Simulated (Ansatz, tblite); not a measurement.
## A script for P (GFN2-xTB)

These are simulated results from tblite 0.8.0, not measurements. The cell began as a database structure and was relaxed with r2SCAN+rVV10 in plane waves (Ansatz 0.2.0). All runs are without spin polarisation.

Space group Pmna (No. 53), orthorhombic; a = 3.288 Å, b = 34.870 Å, c = 4.587 Å in the conventional setting, 131.50 Å³ an atom. P is surrounded by 3 P at 2.21–2.25 Å.

tblite solves periodic systems at the zone centre alone, so the script builds a cluster of 3×1×2 conventional cells (24 atoms), which folds in a coarse mesh of k points.

run.py reads:

```python
import json
from ase import Atoms
from ase.build import make_supercell
from ase.units import Bohr, GPa, Hartree
from tblite.interface import Calculator

atoms = Atoms(['P', 'P', 'P', 'P'],
              cell=[[3.288413, 0.0, 0.0], [0.0, 34.870008, 0.0], [0.0, 0.0, 4.587341]],
              scaled_positions=[[0.0, 0.970035, 0.589739], [0.0, 0.029965, 0.410261], [0.5, 0.029965, 0.089739], [0.5, 0.970035, 0.910261]],
              pbc=True)
cluster = make_supercell(atoms, [[3, 0, 0], [0, 1, 0], [0, 0, 2]])
calc = Calculator('GFN2-xTB', cluster.numbers, cluster.positions / Bohr, lattice=cluster.cell[:] / Bohr, periodic=cluster.pbc)
calc.set('temperature', 0.02 / Hartree)
calc.set('max-iter', 150)
res = calc.singlepoint()
levels = res.get('orbital-energies') * Hartree
nv = round(res.get('orbital-occupations').sum() / 2)
cells = len(cluster) // len(atoms)
out = {'energy_per_cell': res.get('energy') * Hartree / cells, 'homo': levels[nv - 1], 'lumo': levels[nv],
       'stress': (-res.get('virial') * Hartree / cluster.get_volume() / GPa).tolist(), 'charges': res.get('charges')[:len(atoms)].tolist(), 'electrons': 2 * nv / cells}
json.dump(out, open('results.json', 'w'))
for key, value in out.items():
    print(key, value)
```

Command: `python run.py`. It took 1 s on 1 thread of Arm Neoverse V1, on a shared host, peak memory 0.095 GiB.

The log:

```
------------------------------------------------------------
  cycle        total energy    energy error   density error
------------------------------------------------------------
      1     -60.92778782698  -6.1117522E+01   2.6675144E-01
      2     -60.96554679213  -3.7758965E-02   1.6723672E-01
      3     -60.96671048224  -1.1636901E-03   4.7374899E-02
      4     -60.96692967429  -2.1919205E-04   7.0653901E-03
      5     -60.96693204887  -2.3745776E-06   1.5638573E-03
      6     -60.96693216796  -1.1909492E-07   2.8916128E-04
      7     -60.96693217908  -1.1118537E-08   2.9781132E-05
      8     -60.96693217958  -4.9982418E-10   7.9971573E-06
------------------------------------------------------------

 total:                                   0.365 sec
energy_per_cell -276.499121043332
homo -10.393599952346458
lumo -8.83637165073998
stress [[-0.4669197441132595, -9.527120072393784e-16, 6.156216758387637e-16], [-9.460252104223376e-16, -0.2114372770469841, 6.805690853925976e-08], [4.925609997260267e-16, 6.805690857436739e-08, -0.43641141843866177]]
charges [-2.2387832018799791e-07, -4.218551671875126e-08, -5.691218200321035e-07, 4.3915644454273206e-07]
electrons 20.0
```

The cycle table is in hartree for the whole cluster, and the lines after it are in eV (the energy for one cell). The printed stress is in GPa and positive in compression, and the pressure is its mean diagonal.

GFN2-xTB gives a gap of 1.56 eV. On the same cell, plane-wave PBE (Ansatz, 8×2×6 k points and the special points) gives a gap of 0.87 eV and r2SCAN a gap of 1.05 eV; on shared hosts these took about 26 and 64 core-seconds on the 4-atom cell, against 1 for the script. Semilocal gaps usually lie below measured ones. xTB was fitted to molecules, so gaps, charges and pressures of solids can be far off, and the gap also depends on the size of the cluster.

The same script was run on cells scaled at fixed shape and fractional coordinates:

```csv
volume (Å³/atom),energy (meV/atom),"pressure (GPa, positive in compression)",gap (eV)
115.72,50.7,1.65,1.51
123.61,0.7,0.46,1.54
131.50,0.0,-0.37,1.56
139.39,33.6,-0.94,1.56
147.28,90.2,-1.34,1.56
```

A Birch-Murnaghan fit puts the minimum at 127.54 Å³/atom, 3.0 % below the given cell, with a bulk modulus of 13.3 GPa at fixed shape.

xTB was fitted mostly to molecules, and a small cluster samples few k points, so gaps, pressures and kinks along a curve can be far from a solid's.
